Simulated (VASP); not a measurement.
# Na (P6_3/mmc) in VASP: equation of state

Aim: energy against volume of Na in PBE, for its equilibrium volume and stiffness.

All numbers are computed with VASP 6.6.1; they aren't measurements. Logs are shortened: lines on timing, memory, paths and dates and some standing lists are left out, and cuts for length are marked.

### Step 1. The structure

Symmetry: P6_3/mmc, No. 194, hexagonal system. Conventional cell: a = 3.767 Å, b = 3.767 Å, c = 6.154 Å, α = 90.00°, β = 90.00°, γ = 120.00°. Na (site symmetry -6m2) is surrounded by 12 Na at 3.77 Å.

This isn't the form of Na at room conditions, which is bcc.

### Step 2. Equation of state, PBE, 35.54 Å³/atom (volume scaled by 0.94)

INCAR

```
PREC = Accurate
ENCUT = 520
EDIFF = 1E-7
ISMEAR = -1
SIGMA = 0.05
LREAL = False
LASPH = True
NELM = 60
ALGO = Normal
ISIF = 2
LWAVE = False
LCHARG = False
GGA = PE
NBANDS = 14
```

KPOINTS

```
regular mesh
0
Gamma
  8 8 5
```

POSCAR

```
Na
1.0
    3.6901008715      0.0000000000      0.0000000000
   -1.8450504358      3.1957210973      0.0000000000
    0.0000000000      0.0000000000      6.0283729130
Na
2
Direct
    0.6666666667      0.3333333333      0.7500000000
    0.3333333333      0.6666666667      0.2500000000
```

Potentials or basis: VASP PAW PBE potentials, release 64 (Na_pv).

On the command line:

```console
> cat potpaw_PBE.64/Na_pv/POTCAR > POTCAR
> mpirun -np 1 vasp_std > vasp.out
```

OUTCAR:

```text
PREC = Accurate
   ENCUT = 520
   EDIFF = 1E-7
   ISMEAR = -1
   LREAL = False
   LASPH = True
   NELM = 60
   ISIF = 2
   GGA = PE

 ion  position               nearest neighbor table
   1  0.667  0.333  0.750-
   2  0.333  0.667  0.250-

  LATTYP: Found a hexagonal cell.
 ALAT       =     3.6901008715
 C/A-ratio  =     1.6336607380

  Lattice vectors:

 A1 = (   3.6901008715,   0.0000000000,   0.0000000000)
 A2 = (  -1.8450504358,   3.1957210973,   0.0000000000)
 A3 = (   0.0000000000,   0.0000000000,   6.0283729130)

Analysis of symmetry for initial positions (statically):
=====================================================================
 Subroutine PRICEL returns:
 Original cell was already a primitive cell.

 Routine SETGRP: Setting up the symmetry group for a
 hexagonal supercell.

 Subroutine GETGRP returns: Found 24 space group operations
 (whereof 12 operations were pure point group operations)
 out of a pool of 24 trial point group operations.

The static configuration has the point symmetry D_3d.
 The point group associated with its full space group is D_6h.

Analysis of symmetry for dynamics (positions and initial velocities):
=====================================================================
 Subroutine PRICEL returns:
 Original cell was already a primitive cell.

 Routine SETGRP: Setting up the symmetry group for a
 hexagonal supercell.

 Subroutine GETGRP returns: Found 24 space group operations
 (whereof 12 operations were pure point group operations)
 out of a pool of 24 trial point group operations.

The dynamic configuration has the point symmetry D_3d.
 The point group associated with its full space group is D_6h.

 Subroutine INISYM returns: Found 24 space group operations
 (whereof 12 operations are pure point group operations),
 and found     1 'primitive' translations

----------------------------------------------------------------------------------------

                                     Primitive cell

  volume of cell :      71.0898

  direct lattice vectors                    reciprocal lattice vectors
     3.690100871  0.000000000  0.000000000     0.270995302  0.156459211  0.000000000
    -1.845050436  3.195721097  0.000000000     0.000000000  0.312918421  0.000000000
     0.000000000  0.000000000  6.028372913     0.000000000  0.000000000  0.165882240

  length of vectors
     3.690100871  3.690100872  6.028372913     0.312918421  0.312918421  0.165882240

  position of ions in fractional coordinates (direct lattice)
[... 95 lines left out ...]
   NELECT =      14.0000    total number of electrons
   NUPDOWN=      -1.0000    fix difference up-down
   EMIN   =  10.00;   EMAX   =-10.00  energy-range for DOS
   EFERMI =   0.00;   METHOD = LEGACY
   ISMEAR =    -1;   SIGMA  =   0.05  broadening in eV -4-tet -1-fermi 0-gaus
   EFERMI_NEDOS =   21; number of points for ismear=-14 and -15
   IALGO  =     38    algorithm
   IMIX   =      4    mixing-type and parameters
     AMIX     =   0.40;   BMIX     =  1.00
     AMIX_MAG =   1.60;   BMIX_MAG =  1.00
  volume/ion in A,a.u.               =      35.54       239.87
  Fermi-wavevector in a.u.,A,eV,Ry     =   0.952464  1.799895 12.343030  0.907187
  Thomas-Fermi vector in A             =   2.081029
   LORBIT       =      0    0 simple, 1 ext, 2 COOP (PROOUT), +10 PAW based schemes
   GGA     = PE    functional components
   LHFCALC =     F    Hartree Fock is set to
   AEXX    =    0.0000 exact exchange contribution
   IVDW    =     0    specifies the selected vdW correction
   LEPSILON=     F    determine dielectric tensor
   LRPA    =     F    only Hartree local field effects (RPA)
 non-spin polarized calculation
  energy-cutoff  :      520.00
  volume of cell :       71.09
 maximum number of plane-waves:      1931
 NGX is ok and might be reduce to    28
   NGX = 13   NGY = 13   NGZ = 23

 number of electron      13.9999982 magnetization

 Free energy of the ion-electron system (eV)
  ---------------------------------------------------
  ext. energy  EPLUGINS =         0.00000000
  ---------------------------------------------------
  free energy    TOTEN  =        -2.61959654 eV

  energy without entropy =       -2.61328584  energy(sigma->0) =       -2.61644119

 E-fermi :   0.4080     XC(G=0):  -6.6121

 val. band max:        0.2523607166   @ k =   0.3750   0.1250   0.2000
 cond. band min:       0.4283197600   @ k =   0.1250   0.1250   0.2000
 fundamental gap:      0.1759590434
 Fermi energy:         0.4079522112

 k-point     1 :       0.0000    0.0000    0.0000
  band No.  band energies     occupation
      1     -24.4534      2.00000
      2     -24.4183      2.00000
      3     -24.4183      2.00000
      4     -24.4127      2.00000
      5     -24.4127      2.00000
      6     -24.4127      2.00000
      7      -2.9163      2.00000
      8       1.0090      0.00001
      9       1.4533      0.00000
     10      10.6728      0.00000
     11      10.6728      0.00000
     12      11.0915      0.00000
     13      11.0915      0.00000
     14      11.1703      0.00000
[... 479 lines left out ...]
      1     -24.4468      2.00000
      2     -24.4455      2.00000
      3     -24.4361      2.00000
      4     -24.4329      2.00000
      5     -24.4217      2.00000
      6     -24.4203      2.00000
      7       1.9241      0.00000
      8       2.0631      0.00000
      9       2.8470      0.00000
     10       2.8797      0.00000
     11       4.1244      0.00000
     12       4.7808      0.00000
     13       9.0729      0.00000
     14       9.6098      0.00000

------------------------ aborting loop because EDIFF is reached ----------------------------------------

  FORCE on cell =-STRESS in cart. coord.  units (eV):
  Direction    XX          YY          ZZ          XY          YZ          ZX
  --------------------------------------------------------------------------------------
  -------------------------------------------------------------------------------------
  Total        0.1962351      0.1962351      0.0787261     -0.0000000      0.0000000      0.0000000
  in kB        4.4226250      4.4226250      1.7742787     -0.0000000      0.0000000      0.0000000
  external PRESSURE =       3.5398429 kB  Pullay stress =       0.0000000 kB

 VOLUME and BASIS-vectors are now :
 -----------------------------------------------------------------------------
  energy-cutoff  :      520.00
  volume of cell :       71.09
      direct lattice vectors                 reciprocal lattice vectors
     3.690100871  0.000000000  0.000000000     0.270995302  0.156459211  0.000000000
    -1.845050436  3.195721097  0.000000000     0.000000000  0.312918421  0.000000000
     0.000000000  0.000000000  6.028372913     0.000000000  0.000000000  0.165882240

 POSITION                                       TOTAL-FORCE (eV/Angst)
 -----------------------------------------------------------------------------------
      1.84505      1.06524      4.52128        -0.000000      0.000000      0.000000
     -0.00000      2.13048      1.50709         0.000000     -0.000000      0.000000
 -----------------------------------------------------------------------------------
    total drift:                               -0.000000      0.000000     -0.000000

  FREE ENERGIE OF THE ION-ELECTRON SYSTEM (eV)
  ---------------------------------------------------
  free  energy   TOTEN  =        -2.6195965429 eV

  energy  without entropy=       -2.6132858442  energy(sigma->0) =       -2.61644119
```

It took 17 s on 1 thread of Intel Xeon Platinum 8488C (Sapphire Rapids), shared host; peak memory 0.17 GiB.

Results:

```yaml
Free_energy: -2.6196 eV
Pressure: 0.4 GPa
Band_gap_on_the_k_mesh: none (metal or under the smearing width)
```

### Step 3. Equation of state, PBE, 36.30 Å³/atom (volume scaled by 0.96)

INCAR

```
SYSTEM = Na
PREC     = Accurate       ! precision mode
ENCUT    = 520            ! plane-wave cutoff, eV
EDIFF    = 1E-7           ! SCF threshold, eV
ISMEAR   = -1             ! smearing method
SIGMA    = 0.05           ! smearing width, eV
LREAL    = .FALSE.        ! projectors in reciprocal space
LASPH    = .TRUE.         ! aspherical terms in the spheres
NELM     = 60             ! most SCF steps
ALGO     = Normal         ! electronic algorithm
ISIF     = 2              ! what is computed and relaxed
LWAVE    = .FALSE.        ! write WAVECAR
LCHARG   = .FALSE.        ! write CHGCAR
GGA      = PE             ! functional
NBANDS   = 14             ! bands
```

KPOINTS

```
regular mesh
0
G
  8 8 5
  0 0 0
```

POSCAR

```
Na
1.0
    3.7160883536      0.0000000000      0.0000000000
   -1.8580441768      3.2182269170      0.0000000000
    0.0000000000      0.0000000000      6.0708276422
Na
2
Direct
    0.6666666667      0.3333333333      0.7500000000
    0.3333333333      0.6666666667      0.2500000000
```

Potentials or basis: VASP PAW PBE potentials, release 64 (Na_pv).

On the command line:

```console
> cat potpaw_PBE.64/Na_pv/POTCAR > POTCAR
> mpirun -np 1 vasp_std > vasp.out
```

It took 17 s on 1 thread of Intel Xeon Platinum 8488C (Sapphire Rapids), shared host; peak memory 0.18 GiB.

It converged, with:

| Quantity | Value |
| --- | --- |
| Free energy | -2.6221 eV |
| Pressure | 0.2 GPa |
| Band gap on the k mesh | none (metal or under the smearing width) |

### Step 4. Equation of state, PBE, 37.06 Å³/atom (volume scaled by 0.98)

INCAR

```
SYSTEM = Na
ALGO = Normal
EDIFF = 1E-7
ENCUT = 520
GGA = PE
ISIF = 2
ISMEAR = -1
LASPH = .TRUE.
LCHARG = .FALSE.
LREAL = .FALSE.
LWAVE = .FALSE.
NBANDS = 14
NELM = 80
PREC = Accurate
SIGMA = 0.05
```

KPOINTS

```
k-points
0
G
  8 8 5
  0 0 0
```

POSCAR

```
Na
1.0
    3.7417173590      0.0000000000      0.0000000000
   -1.8708586795      3.2404222867      0.0000000000
    0.0000000000      0.0000000000      6.1126967421
Na
2
Direct
    0.6666666667      0.3333333333      0.7500000000
    0.3333333333      0.6666666667      0.2500000000
```

On the command line:

```console
> cat potpaw_PBE.64/Na_pv/POTCAR > POTCAR
> mpirun -np 1 vasp_std > vasp.out
```

Wall time 17 s (1 thread of Intel Xeon Platinum 8488C (Sapphire Rapids), shared host); peak memory 0.17 GiB.

Results (log left out):

- Free energy: -2.6230 eV
- Pressure: 0.0 GPa
- Band gap on the k mesh: none (metal or under the smearing width)

### Step 5. Equation of state, PBE, 38.57 Å³/atom (volume scaled by 1.02)

INCAR

```
PREC = Accurate ; ENCUT = 520
EDIFF = 1E-7 ; ISMEAR = -1
SIGMA = 0.05 ; LREAL = F
LASPH = T ; NELM = 60
ALGO = Normal ; ISIF = 2
LWAVE = F ; LCHARG = F
GGA = PE ; NBANDS = 14
```

KPOINTS

```
Automatic mesh
0
Gamma
  8 8 5
```

POSCAR

```
Na
1.0
    3.7919477469      0.0000000000      0.0000000000
   -1.8959738735      3.2839230787      0.0000000000
    0.0000000000      0.0000000000      6.1947561546
Na
2
Direct
    0.6666666667      0.3333333333      0.7500000000
    0.3333333333      0.6666666667      0.2500000000
```

On the command line:

```console
> cat potpaw_PBE.64/Na_pv/POTCAR > POTCAR
> mpirun -np 1 vasp_std > vasp.out
```

Run time: 19 s. Hardware: 1 thread of Intel Xeon Platinum 8488C (Sapphire Rapids), shared host; peak memory 0.17 GiB.

Results (log left out):

```
Free energy            : -2.6205 eV
Pressure               : -0.3 GPa
Band gap on the k mesh : none (metal or under the smearing width)
```

### Step 6. Equation of state, PBE, 39.33 Å³/atom (volume scaled by 1.04)

INCAR

```
PREC = Accurate
ENCUT = 520
EDIFF = 1E-7
ISMEAR = -1
SIGMA = 0.05
LREAL = False
LASPH = True
NELM = 60
ALGO = Normal
ISIF = 2
LWAVE = False
LCHARG = False
GGA = PE
NBANDS = 14
```

KPOINTS

```
regular mesh
0
Gamma
  8 8 5
```

POSCAR

```
Na
1.0
    3.8165714742      0.0000000000      0.0000000000
   -1.9082857371      3.3052478521      0.0000000000
    0.0000000000      0.0000000000      6.2349829711
Na
2
Direct
    0.6666666667      0.3333333333      0.7500000000
    0.3333333333      0.6666666667      0.2500000000
```

Potentials or basis: VASP PAW PBE potentials, release 64 (Na_pv).

On the command line:

```console
> cat potpaw_PBE.64/Na_pv/POTCAR > POTCAR
> mpirun -np 1 vasp_std > vasp.out
```

OUTCAR:

```text
PREC = Accurate
   ENCUT = 520
   EDIFF = 1E-7
   ISMEAR = -1
   LREAL = False
   LASPH = True
   NELM = 60
   ISIF = 2
   GGA = PE

 ion  position               nearest neighbor table
   1  0.667  0.333  0.750-
   2  0.333  0.667  0.250-

  LATTYP: Found a hexagonal cell.
 ALAT       =     3.8165714742
 C/A-ratio  =     1.6336607380

  Lattice vectors:

 A1 = (   3.8165714742,   0.0000000000,   0.0000000000)
 A2 = (  -1.9082857371,   3.3052478521,   0.0000000000)
 A3 = (   0.0000000000,   0.0000000000,   6.2349829711)

Analysis of symmetry for initial positions (statically):
=====================================================================
 Subroutine PRICEL returns:
 Original cell was already a primitive cell.

 Routine SETGRP: Setting up the symmetry group for a
 hexagonal supercell.

 Subroutine GETGRP returns: Found 24 space group operations
 (whereof 12 operations were pure point group operations)
 out of a pool of 24 trial point group operations.

The static configuration has the point symmetry D_3d.
 The point group associated with its full space group is D_6h.

Analysis of symmetry for dynamics (positions and initial velocities):
=====================================================================
 Subroutine PRICEL returns:
 Original cell was already a primitive cell.

 Routine SETGRP: Setting up the symmetry group for a
 hexagonal supercell.

 Subroutine GETGRP returns: Found 24 space group operations
 (whereof 12 operations were pure point group operations)
 out of a pool of 24 trial point group operations.

The dynamic configuration has the point symmetry D_3d.
 The point group associated with its full space group is D_6h.

 Subroutine INISYM returns: Found 24 space group operations
 (whereof 12 operations are pure point group operations),
 and found     1 'primitive' translations

----------------------------------------------------------------------------------------
[... 126 lines left out ...]
   IVDW    =     0    specifies the selected vdW correction
   LEPSILON=     F    determine dielectric tensor
   LRPA    =     F    only Hartree local field effects (RPA)
 non-spin polarized calculation
  energy-cutoff  :      520.00
  volume of cell :       78.65
 maximum number of plane-waves:      2135
   NGX = 15   NGY = 15   NGZ = 23

 number of electron      14.0000018 magnetization

 Free energy of the ion-electron system (eV)
  ---------------------------------------------------
  ext. energy  EPLUGINS =         0.00000000
  ---------------------------------------------------
  free energy    TOTEN  =        -2.61723619 eV

  energy without entropy =       -2.61035747  energy(sigma->0) =       -2.61379683

 E-fermi :   0.1203     XC(G=0):  -6.3498

 val. band max:       -0.0262472171   @ k =   0.3750   0.1250   0.2000
 cond. band min:       0.1397256808   @ k =   0.1250   0.1250   0.2000
 fundamental gap:      0.1659728979
 Fermi energy:         0.1203129262

 k-point     1 :       0.0000    0.0000    0.0000
  band No.  band energies     occupation
      1     -24.8077      2.00000
      2     -24.7836      2.00000
      3     -24.7836      2.00000
      4     -24.7796      2.00000
      5     -24.7796      2.00000
      6     -24.7796      2.00000
      7      -2.9927      2.00000
      8       0.7134      0.00001
      9       1.0619      0.00000
     10       9.8217      0.00000
     11       9.8217      0.00000
     12      10.1139      0.00000
     13      10.1139      0.00000
     14      10.3126      0.00000
[... 479 lines left out ...]
      1     -24.8032      2.00000
      2     -24.8024      2.00000
      3     -24.7959      2.00000
      4     -24.7937      2.00000
      5     -24.7859      2.00000
      6     -24.7850      2.00000
      7       1.5743      0.00000
      8       1.6686      0.00000
      9       2.4290      0.00000
     10       2.4436      0.00000
     11       3.5593      0.00000
     12       4.1986      0.00000
     13       8.2876      0.00000
     14       8.6750      0.00000

------------------------ aborting loop because EDIFF is reached ----------------------------------------

  FORCE on cell =-STRESS in cart. coord.  units (eV):
  Direction    XX          YY          ZZ          XY          YZ          ZX
  --------------------------------------------------------------------------------------
  -------------------------------------------------------------------------------------
  Total       -0.1649030     -0.1649030     -0.2747304      0.0000000      0.0000000      0.0000000
  in kB       -3.3591274     -3.3591274     -5.5963459      0.0000000      0.0000000      0.0000000
  external PRESSURE =      -4.1048669 kB  Pullay stress =       0.0000000 kB

 VOLUME and BASIS-vectors are now :
 -----------------------------------------------------------------------------
  energy-cutoff  :      520.00
  volume of cell :       78.65
      direct lattice vectors                 reciprocal lattice vectors
     3.816571474  0.000000000  0.000000000     0.262015269  0.151274586  0.000000000
    -1.908285737  3.305247852  0.000000000     0.000000000  0.302549172  0.000000000
     0.000000000  0.000000000  6.234982971     0.000000000  0.000000000  0.160385362

 POSITION                                       TOTAL-FORCE (eV/Angst)
 -----------------------------------------------------------------------------------
      1.90829      1.10175      4.67624         0.000000      0.000000     -0.000000
     -0.00000      2.20350      1.55875        -0.000000      0.000000      0.000000
 -----------------------------------------------------------------------------------
    total drift:                               -0.000000      0.000000     -0.000000

  FREE ENERGIE OF THE ION-ELECTRON SYSTEM (eV)
  ---------------------------------------------------
  free  energy   TOTEN  =        -2.6172361909 eV

  energy  without entropy=       -2.6103574698  energy(sigma->0) =       -2.61379683
```

Wall time 19 s (1 thread of Intel Xeon Platinum 8488C (Sapphire Rapids), shared host); peak memory 0.17 GiB.

Results:

* Free energy: -2.6172 eV
* Pressure: -0.4 GPa
* Band gap on the k mesh: none (metal or under the smearing width)

### Step 7. Equation of state, PBE, 40.08 Å³/atom (volume scaled by 1.06)

INCAR

```
  ALGO = Normal
  EDIFF = 1E-7
  ENCUT = 520
  GGA = PE
  ISIF = 2
  ISMEAR = -1
  LASPH = True
  LCHARG = False
  LREAL = False
  LWAVE = False
  NBANDS = 14
  NELM = 100
  PREC = Accurate
  SIGMA = 0.05
```

KPOINTS

```
k-points
0
Gamma
  8 8 5
```

POSCAR

```
Na
1.0
    3.8408815021      0.0000000000      0.0000000000
   -1.9204407510      3.3263009538      0.0000000000
    0.0000000000      0.0000000000      6.2746973092
Na
2
Direct
    0.6666666667      0.3333333333      0.7500000000
    0.3333333333      0.6666666667      0.2500000000
```

On the command line:

```console
> cat potpaw_PBE.64/Na_pv/POTCAR > POTCAR
> mpirun -np 1 vasp_std > vasp.out
```

Wall time 23 s (1 thread of Intel Xeon Platinum 8488C (Sapphire Rapids), shared host); peak memory 0.19 GiB.

Results (log left out):

* Free energy: -2.6129 eV
* Pressure: -0.5 GPa
* Band gap on the k mesh: none (metal or under the smearing width)

### Step 8. Equation of state, PBE

Potentials or basis: VASP PAW PBE potentials, release 64 (Na_pv).

This step only gathers the single runs of the series.

Results:

```yaml
Equilibrium_volume: 37.12 Å³/atom
Bulk_modulus_at_fixed_shape_and_positions: 7.7 GPa
Pressure_derivative_of_the_bulk_modulus: 3.3
```

Energy against volume, from the lowest point:
```csv
volume (Å³/atom),energy (meV/atom)
35.545,1.72
36.301,0.45
37.057,0.00
37.814,0.30
38.570,1.29
39.326,2.90
40.083,5.09
```

Caveat: the cell was scaled at fixed shape and fractional positions, which overstates the stiffness of a crystal with free parameters, most of all of layers and chains.
